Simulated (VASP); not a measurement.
# Hf (Im-3m) in VASP: density of states with PBE

Aim: the density of states of Hf with PBE.

All numbers are computed with VASP 6.6.1; they aren't measurements. Logs are shortened: lines on timing, memory, paths and dates and some standing lists are left out, and cuts for length are marked.

## (1) The structure

It takes space group Im-3m (No. 229, cubic). The conventional cell has a = 3.545 Å, b = 3.545 Å, c = 3.545 Å, α = 90.00°, β = 90.00°, γ = 90.00°. Hf (site symmetry m-3m) is surrounded by 8 Hf at 3.07 Å.

This isn't the form of Hf at room conditions, which is hcp.

## (2) Density of states, PBE

Contents of POSCAR:

```
Hf
1.0
   -1.7723126184      1.7723126184      1.7723126184
    1.7723126184     -1.7723126184      1.7723126184
    1.7723126184      1.7723126184     -1.7723126184
Hf
1
Direct
    0.0000000000      0.0000000000      0.0000000000
```

Contents of INCAR.step1:

```
SYSTEM = Hf
PREC = Accurate
ENCUT = 520
EDIFF = 1E-7
ISMEAR = 0
SIGMA = 0.1
LREAL = .FALSE.
LASPH = .TRUE.
NELM = 100
ALGO = Normal
ISIF = 2
LWAVE = .FALSE.
LCHARG = .TRUE.
LMAXMIX = 4
GGA = PE
NBANDS = 11
```

Contents of KPOINTS.step1:

```
regular mesh
0
G
  16 16 16
  0 0 0
```

Contents of INCAR.step2:

```
SYSTEM = Hf
PREC = Accurate
ENCUT = 520
EDIFF = 1E-7
ISMEAR = -5
SIGMA = 0.1
LREAL = .FALSE.
LASPH = .TRUE.
NELM = 100
ALGO = Normal
ISIF = 2
LWAVE = .FALSE.
LCHARG = .FALSE.
LMAXMIX = 4
GGA = PE
LORBIT = 11
NEDOS = 2001
ICHARG = 11
```

Contents of KPOINTS.step2:

```
regular mesh
0
G
  24 24 24
  0 0 0
```

Potentials or basis: VASP PAW PBE potentials, release 64 (Hf_pv).

On the command line:

```sh
cat potpaw_PBE.64/Hf_pv/POTCAR > POTCAR
cp INCAR.step1 INCAR
cp KPOINTS.step1 KPOINTS
mpirun -np 1 vasp_std > vasp.out
cp INCAR.step2 INCAR
cp KPOINTS.step2 KPOINTS
mpirun -np 1 vasp_std > vasp.out
```

OUTCAR:

```text
SYSTEM = Hf
   PREC = Accurate
   ENCUT = 520
   EDIFF = 1E-7
   ISMEAR = -5
   LREAL = .FALSE.
   LASPH = .TRUE.
   NELM = 100
   ISIF = 2
   GGA = PE
   LORBIT = 11
   ICHARG = 11

 ion  position               nearest neighbor table
   1  0.000  0.000  0.000-

  LATTYP: Found a body centered cubic cell.
 ALAT       =     3.5446252368

  Lattice vectors:

 A1 = (  -1.7723126184,   1.7723126184,   1.7723126184)
 A2 = (   1.7723126184,  -1.7723126184,   1.7723126184)
 A3 = (   1.7723126184,   1.7723126184,  -1.7723126184)

Analysis of symmetry for initial positions (statically):
=====================================================================
 Subroutine PRICEL returns:
 Original cell was already a primitive cell.

 Routine SETGRP: Setting up the symmetry group for a
 body centered cubic supercell.

 Subroutine GETGRP returns: Found 48 space group operations
 (whereof 48 operations were pure point group operations)
 out of a pool of 48 trial point group operations.

The static configuration has the point symmetry O_h .

Analysis of symmetry for dynamics (positions and initial velocities):
=====================================================================
 Subroutine PRICEL returns:
 Original cell was already a primitive cell.

 Routine SETGRP: Setting up the symmetry group for a
 body centered cubic supercell.

 Subroutine GETGRP returns: Found 48 space group operations
 (whereof 48 operations were pure point group operations)
 out of a pool of 48 trial point group operations.

The dynamic configuration has the point symmetry O_h .

 Subroutine INISYM returns: Found 48 space group operations
 (whereof 48 operations are pure point group operations),
 and found     1 'primitive' translations

----------------------------------------------------------------------------------------

                                     Primitive cell

  volume of cell :      22.2680

  direct lattice vectors                    reciprocal lattice vectors
    -1.772312618  1.772312618  1.772312618     0.000000000  0.282117271  0.282117271
     1.772312618 -1.772312618  1.772312618     0.282117271  0.000000000  0.282117271
     1.772312618  1.772312618 -1.772312618     0.282117271  0.282117271  0.000000000

  length of vectors
     3.069735502  3.069735502  3.069735502     0.398974071  0.398974071  0.398974071

  position of ions in fractional coordinates (direct lattice)
     0.000000000  0.000000000  0.000000000

  ion indices of the primitive-cell ions
   primitive index   ion index
                 1           1

----------------------------------------------------------------------------------------

 KPOINTS: regular mesh

Automatic generation of k-mesh.
 Grid dimensions read from file:
 generate k-points for:   24   24   24

 Generating k-lattice:

  Cartesian coordinates                     Fractional coordinates (reciprocal lattice)
     0.000000000  0.011754886  0.011754886     0.041666667  0.000000000  0.000000000
     0.011754886  0.000000000  0.011754886     0.000000000  0.041666667  0.000000000
     0.011754886  0.011754886  0.000000000     0.000000000  0.000000000  0.041666667

  Length of vectors
     0.016623920  0.016623920  0.016623920

  Shift w.r.t. Gamma in fractional coordinates (k-lattice)
     0.000000000  0.000000000  0.000000000

 TETIRR: Found  16469 inequivalent tetrahedra from    82944

 Subroutine IBZKPT returns following result:
 ===========================================

 Found    413 irreducible k-points:

 Following reciprocal coordinates:
            Coordinates               Weight
  0.000000  0.000000  0.000000      1.000000
  0.041667  0.000000  0.000000     12.000000
  0.083333  0.000000  0.000000     12.000000
  0.125000  0.000000  0.000000     12.000000
  0.166667  0.000000  0.000000     12.000000
  0.208333  0.000000  0.000000     12.000000
[... 16 lines left out ...]
  0.416667  0.041667  0.000000     48.000000
  0.458333  0.041667  0.000000     48.000000
 [... further k-points ...]
   k-points           NKPTS =    413   k-points in BZ     NKDIM =    413   number of bands    NBANDS=      9
   number of dos      NEDOS =   2001   number of ions     NIONS =      1
   total plane-waves  NPLWV =  13824
   dimension x,y,z NGX =    24 NGY =   24 NGZ =   24
   dimension x,y,z NGXF=    48 NGYF=   48 NGZF=   48
   ions per type =               1
   NGX,Y,Z   is equivalent  to a cutoff of  13.00, 13.00, 13.00 a.u.
   NGXF,Y,Z  is equivalent  to a cutoff of  26.00, 26.00, 26.00 a.u.
 SYSTEM =  Hf
   PREC   = accura    normal or accurate (medium, high low for compatibility)
   ISTART =      0    job   : 0-new  1-cont  2-samecut
   ICHARG =     11    charge: 1-file 2-atom 10-const
   ISPIN  =      1    spin polarized calculation?
   LNONCOLLINEAR =      F non collinear calculations
   LSORBIT =      F    spin-orbit coupling
   LASPH  =      T    aspherical Exc in radial PAW
   ENCUT  =  520.0 eV  38.22 Ry    6.18 a.u.   5.71  5.71  5.71*2*pi/ulx,y,z
   NELM   =    100;   NELMIN=  2; NELMDL=  0     # of ELM steps
   EDIFF  = 0.1E-06   stopping-criterion for ELM
   LREAL  =      F    real-space projection
   EDIFFG = 0.1E-05   stopping-criterion for IOM
   NSW    =      0    number of steps for IOM
   IBRION =     -1    ionic relax: 0-MD 1-quasi-New 2-CG
   NFREE  =      0    steps in history (QN), initial steepest desc. (CG)
   ISIF   =      2    stress and relaxation
   ISYM   =      2    0-nonsym 1-usesym 2-fastsym
   POTIM  = 0.5000    time-step for ionic-motion
   TEBEG  =    0.0;   TEEND  =   0.0 temperature during run
   PSTRESS=    0.0 pullay stress
   NELECT =      10.0000    total number of electrons
   NUPDOWN=      -1.0000    fix difference up-down
   EMIN   =  10.00;   EMAX   =-10.00  energy-range for DOS
   EFERMI =   0.00;   METHOD = LEGACY
   ISMEAR =    -5;   SIGMA  =   0.10  broadening in eV -4-tet -1-fermi 0-gaus
   EFERMI_NEDOS =   21; number of points for ismear=-14 and -15
   IALGO  =     38    algorithm
   IMIX   =      4    mixing-type and parameters
     AMIX     =   0.40;   BMIX     =  1.00
     AMIX_MAG =   1.60;   BMIX_MAG =  1.00
  volume/ion in A,a.u.               =      22.27       150.27
  Fermi-wavevector in a.u.,A,eV,Ry     =   1.253664  2.369082 21.383917  1.571674
  Thomas-Fermi vector in A             =   2.387506
   LORBIT       =     11    0 simple, 1 ext, 2 COOP (PROOUT), +10 PAW based schemes
   GGA     = PE    functional components
   LHFCALC =     F    Hartree Fock is set to
   AEXX    =    0.0000 exact exchange contribution
   IVDW    =     0    specifies the selected vdW correction
   LEPSILON=     F    determine dielectric tensor
   LRPA    =     F    only Hartree local field effects (RPA)
 non-spin polarized calculation
 Fermi weights with tetrahedron method with Bloechl corrections
  energy-cutoff  :      520.00
  volume of cell :       22.27
 maximum number of plane-waves:       615

 number of electron      10.0000001 magnetization

 Free energy of the ion-electron system (eV)
  ---------------------------------------------------
  ext. energy  EPLUGINS =         0.00000000
  ---------------------------------------------------
  free energy    TOTEN  =        -9.74334855 eV

  energy without entropy =       -9.74334855  energy(sigma->0) =       -9.74334855

 E-fermi :   4.6002     XC(G=0): -11.3040

 val. band max:        4.6728990078   @ k =   0.5000   0.5000   0.1250
 cond. band min:       4.5858561841   @ k =  -0.4167  -0.4167   0.1667
 fundamental gap:     -0.0870428237
 Fermi energy:         4.6002338286

 k-point     1 :       0.0000    0.0000    0.0000
  band No.  band energies     occupation
      1     -25.2067      2.00000
      2     -25.2067      2.00000
      3     -25.2067      2.00000
      4      -2.4448      2.00000
      5       6.1415      0.00000
      6       6.1415      0.00000
      7       6.1415      0.00000
      8       8.9348      0.00000
      9       8.9348      0.00000

 k-point     2 :       0.0417    0.0000    0.0000
  band No.  band energies     occupation
      1     -25.2219      2.00000
      2     -25.2114      2.00000
      3     -25.2068      2.00000
      4      -2.3798      2.00000
      5       6.0947      0.00000
      6       6.1252      0.00000
      7       6.2052      0.00000
      8       8.8541      0.00000
      9       8.9335      0.00000

 k-point     3 :       0.0833    0.0000    0.0000
  band No.  band energies     occupation
      1     -25.2663      2.00000
      2     -25.2253      2.00000
      3     -25.2070      2.00000
      4      -2.1877      2.00000
      5       5.9613      0.00000
      6       6.0651      0.00000
      7       6.3954      0.00000
      8       8.6584      0.00000
      9       8.9324      0.00000

 k-point     4 :       0.1250    0.0000    0.0000
  band No.  band energies     occupation
      1     -25.3362      2.00000
      2     -25.2472      2.00000
      3     -25.2072      2.00000
      4      -1.8777      2.00000
      5       5.7598      0.00000
      6       5.9338      0.00000
      7       6.7092      0.00000
      8       8.4531      0.00000
      9       8.9383      0.00000
[... 205 lines left out ...]
 k-point    22 :       0.3750    0.0417    0.0000
  band No.  band energies     occupation
      1     -25.9535      2.00000
      2     -25.4525      2.00000
      3     -25.2162      2.00000
      4       1.0581      2.00000
      5       4.2765      2.00000
      6       5.1049      0.00000
      7       8.7931      0.00000
      8       9.5906      0.00000
      9      11.1169      0.00000

 k-point    23 :       0.4167    0.0417    0.0000
  band No.  band energies     occupation
      1     -26.0034      2.00000
      2     -25.4703      2.00000
      3     -25.2165      2.00000
      4       1.2053      2.00000
      5       4.1729      2.00000
      6       5.3869      0.00000
      7       8.7872      0.00000
      8       9.7139      0.00000
      9      11.8099      0.00000

 k-point    24 :       0.4583    0.0417    0.0000
  band No.  band energies     occupation
      1     -26.0290      2.00000
      2     -25.4794      2.00000
      3     -25.2167      2.00000
      4       1.2642      2.00000
      5       4.1204      2.00000
      6       5.5986      0.00000
      7       8.7430      0.00000
      8       9.7919      0.00000
      9      12.2408      0.00000

 [... further k-points ...]

------------------------ aborting loop because EDIFF is reached ----------------------------------------

  FORCE on cell =-STRESS in cart. coord.  units (eV):
  Direction    XX          YY          ZZ          XY          YZ          ZX
  --------------------------------------------------------------------------------------
  -------------------------------------------------------------------------------------
  Total       -0.0512646     -0.0512646     -0.0512646     -0.0000000      0.0000000     -0.0000000
  in kB       -3.6884745     -3.6884745     -3.6884745     -0.0000000      0.0000000     -0.0000000
  external PRESSURE =      -3.6884745 kB  Pullay stress =       0.0000000 kB

 VOLUME and BASIS-vectors are now :
 -----------------------------------------------------------------------------
  energy-cutoff  :      520.00
  volume of cell :       22.27
      direct lattice vectors                 reciprocal lattice vectors
    -1.772312618  1.772312618  1.772312618     0.000000000  0.282117271  0.282117271
     1.772312618 -1.772312618  1.772312618     0.282117271  0.000000000  0.282117271
     1.772312618  1.772312618 -1.772312618     0.282117271  0.282117271  0.000000000

 POSITION                                       TOTAL-FORCE (eV/Angst)
 -----------------------------------------------------------------------------------
      0.00000      0.00000      0.00000        -0.000000     -0.000000      0.000000
 -----------------------------------------------------------------------------------
    total drift:                                0.000000      0.000000     -0.000000

  FREE ENERGIE OF THE ION-ELECTRON SYSTEM (eV)
  ---------------------------------------------------
  free  energy   TOTEN  =        -9.7433485549 eV

  energy  without entropy=       -9.7433485549  energy(sigma->0) =       -9.74334855

 total charge

# of ion       s       p       d       tot
------------------------------------------
    1        0.384   6.362   1.594   8.340
```

Run time: 34 s. Hardware: 1 thread of Intel Xeon Platinum 8488C (Sapphire Rapids), shared host; peak memory 0.23 GiB.

What came out:

| Property | Result |
| --- | --- |
| Valence electrons inside the program's atomic spheres | Hf 8.34 |

Levels at points of the mesh, in eV from the Fermi level:
| k point | band 3 | band 4 | band 5 | band 6 | band 7 | band 8 |
| --- | --- | --- | --- | --- | --- | --- |
| (0.00, 0.00, 0.00) | -29.81 | -7.05 | 1.54 | 1.54 | 1.54 | 4.33 |
| (0.50, 0.00, 0.00) | -29.81 | -3.38 | -0.49 | 1.09 | 4.17 | 5.17 |
| (0.50, 0.50, 0.50) | -30.39 | -2.58 | -2.58 | 6.82 | 6.82 | 6.82 |

States per cell in windows of 1 eV (zero at the Fermi level; states under -8 eV left out):
```
from (eV)  total  Hf1_d  Hf1_p  Hf1_s
     -8.0   0.00   0.00   0.00   0.00
     -7.0   0.06   0.00   0.00   0.02
     -6.0   0.12   0.00   0.01   0.05
     -5.0   0.21   0.01   0.03   0.07
     -4.0   0.48   0.10   0.05   0.11
     -3.0   0.80   0.28   0.08   0.10
     -2.0   0.60   0.28   0.06   0.03
     -1.0   1.75   0.93   0.25   0.01
      0.0   1.49   0.80   0.25   0.01
      1.0   0.42   0.29   0.02   0.01
      2.0   0.63   0.42   0.04   0.01
      3.0   1.03   0.75   0.05   0.01
      4.0   1.48   1.16   0.06   0.03
      5.0   1.57   1.22   0.12   0.04
      6.0   0.48   0.31   0.08   0.03
      7.0   0.57   0.37   0.10   0.05
```

Caveat: tetrahedron occupations give inexact forces and stress in metals.
